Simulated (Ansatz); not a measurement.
# Strain and the gap of BaTe (Fm-3m)

A 2-atom cell of BaTe started from a crystallographic database, relaxed with r2SCAN in the plane-wave code Ansatz. The symmetry is Fm-3m (No. 225, cubic); a = 7.065 Å in the conventional setting, 44.08 Å³ an atom. Around Ba lie 6 Te at 3.53 Å; around Te lie 6 Ba at 3.53 Å.

The axes x, y and z are those of this cell:
```yaml
crystal:
  lattice:
    - [0.00000, 3.53238, 3.53238]
    - [3.53238, 0.00000, 3.53238]
    - [3.53238, 3.53238, 0.00000]
  atoms:
    - { symbol: Ba, position: [0.00000, 0.00000, 0.00000] }
    - { symbol: Te, position: [0.50000, 0.50000, 0.50000] }
```

Unstrained: PBE gives an indirect gap of 1.655 eV, from Γ to X; the least direct gap is 2.009 eV at X. r2SCAN gives an indirect gap of 2.004 eV, from Γ to X; the least direct gap is 2.365 eV at X. HSE06 gives an indirect gap of 2.346 eV, from Γ to X; the least direct gap is 2.752 eV at X. Meshes: PBE 6×6×6, r2SCAN 6×6×6, HSE06 4×4×4. Strains are changes of length per length, and xy shears are angles. After each strain the atoms were relaxed again with r2SCAN within the symmetry that the strain leaves, so tilts or polar shifts that break it weren't tested; points keep the names that they have in the unstrained zone. Spin-unpolarised throughout; all numbers are computed.

Changes of the least gap in eV (an overlap counts as a negative gap):
```
                                                       strain  volume change (%)  space group     PBE  r2SCAN   HSE06  G0W0@PBE (mesh)  energy rise, r2SCAN (meV/atom)
                 xy shear, engineering strain (angle) +2.89 %                0.0         Immm  -0.051  -0.054  -0.055            -0.05                             1.4
                                     uniaxial -1.38 % along y               -1.4       I4/mmm  -0.049  -0.052  -0.049            -0.06                             1.9
                                     uniaxial -2.71 % along x               -2.7       I4/mmm  -0.103  -0.109  -0.103            -0.13                             8.1
epitaxial +4.47 % in the xy plane, free normal strain -1.21 %               +7.8       I4/mmm  +0.060  +0.046  +0.074            +0.09                            37.0
```
Unstrained, G0W0@PBE with 367 empty bands, a screening cutoff of 150 eV and a 4×4×4 mesh gives 2.68 eV on its mesh; the band count follows the volume. No extrapolation in bands, cutoff or mesh was made for G0W0.

Xy shear, engineering strain (angle) +2.89 %. HSE06: the gap goes from 2.346 to 2.291 eV (-0.055 eV); with r2SCAN the top three valence levels at Γ, degenerate before, become 1+1+1 from the top over 97 meV. Stress change with r2SCAN, compression positive: xx 0.00, yy 0.00, zz -0.01, xy -0.35 GPa.

Uniaxial -1.38 % along y, other directions held. HSE06: the gap goes from 2.346 to 2.297 eV (-0.049 eV); with r2SCAN the top three valence levels at Γ, degenerate before, become 1+2 from the top over 34 meV. Stress change with r2SCAN, compression positive: xx +0.13, yy +1.10, zz +0.13 GPa.

Uniaxial -2.71 % along x, other directions held. HSE06: the gap goes from 2.346 to 2.243 eV (-0.103 eV); with r2SCAN the top three valence levels at Γ, degenerate before, become 1+2 from the top over 74 meV. Stress change with r2SCAN, compression positive: xx +2.35, yy +0.27, zz +0.27 GPa.

Epitaxial +4.47 % in the xy plane, free normal strain -1.21 %. HSE06: the gap goes from 2.346 to 2.420 eV (+0.074 eV); with r2SCAN the top three valence levels at Γ, degenerate before, become 1+2 from the top over 95 meV. Stress change with r2SCAN, compression positive: xx -2.62, yy -2.62, zz +0.05 GPa.

No spin-orbit coupling is included; it can move band edges with weight on the heavy atoms by tenths of an eV.

The meshes of the hybrids are coarse, so their gaps aren't converged to the digits shown.

The splittings at Γ are without spin-orbit coupling, which exceeds them in such compounds, regroups them and changes the shifts of the gap.
